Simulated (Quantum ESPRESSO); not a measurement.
### two Co on Zn sites of ZnO, 3.21 Å apart: parallel and opposed starts

The cell holds 16 atoms: 2 Co, 8 O and 6 Zn. Its edges and angles: a = 6.500 Å, b = 6.500 Å, c = 5.207 Å, α = 90.0°, β = 90.0°, γ = 120.0°. It derives from ZnO.

| Item | Value |
| --- | --- |
| method | PBE; plane waves with GBRV 1.5 PBE potentials, no spin-orbit coupling (and 1 further level or step) |
| program | Quantum ESPRESSO 7.5 |
| settings of one run | GBRV 1.5 PBE, cutoff 544.23 eV, 4×4×5 k-mesh, 126 bands, fermi-dirac occupations, smearing width 0.05 eV, collinear spin, SCF threshold 3.20e-8, mesh matched on, starting moments on Co, summing to 5.4 μB |
| cost | 2 runs, 12 min in all on 4 MPI ranks of Arm Neoverse V2, shared host (the runs of this entry) |
| notes | The run is spin-polarised, with a total moment of 6.05 μB a cell (absolute 6.10). The cell was built by rule and the atoms were not relaxed, which can move these energies. |
| lowest state found | ferromagnetic (from ferro ++) |
| largest site moment | 2.37 μB |
| next state with moments | antiferromagnetic, 11.3 meV a seeded atom higher |

Only these 2 starts were compared; other wavevectors, canted and longer-period orders were not. No Hubbard term acts here. In such compounds local and semilocal functionals without one often delocalise the d electrons, and can shrink or lose moments and miss the size, sign and order of the couplings.

[Hosts, paths, dates, database ids (printed as entryN), source tags and the programs' standing remarks are cut or masked in the printed files.]

[Where a cell is said to come from a database of computed structures, the database is the Materials Project.]
